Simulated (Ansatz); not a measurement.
# Pb in Ansatz: the effect of functional

Crystal: Pb.

```
Pb
1.0
     3.48000    0.00000    0.00000
    -1.74000    3.01377    0.00000
     0.00000    0.00000    5.59000
Pb
2
Direct
  0.66667 0.33333 0.75000
  0.33333 0.66667 0.25000
```

This isn't the form of Pb at room conditions, which is fcc.

Alike in all runs:

- Program: Ansatz 0.2.0
- Task: band structure
- Potentials or basis: Ansatz PAW
- k mesh: 9 × 9 × 5
- Occupations: fermi-dirac, width 0.05 eV
- Spin: no spin polarisation

| functional | cutoff | pressure (GPa) |
| --- | --- | --- |
| LDA | 420 eV (not typed: the program's choice for these potentials) | -0.6 |
| PBE | 420 eV (not typed: the program's choice for these potentials) | 4.1 |
| PBEsol | 420 eV (not typed: the program's choice for these potentials) | ? |
| RPBE | 420 eV (not typed: the program's choice for these potentials) | 5.8 |
| revPBE | 420 eV (not typed: the program's choice for these potentials) | 5.3 |
| BLYP | 420 eV (not typed: the program's choice for these potentials) | 8.1 |
| r2SCAN | 500 eV (not typed: the program's choice for these potentials) | 2.9 |

Task: What does the run with functional PBEsol give?

Result: Pressure 1.1 GPa.

Caveats: the PAW data sets come from PBE, with cores solved anew for the run's functional, which leaves a small shift of forces and pressure (some runs).
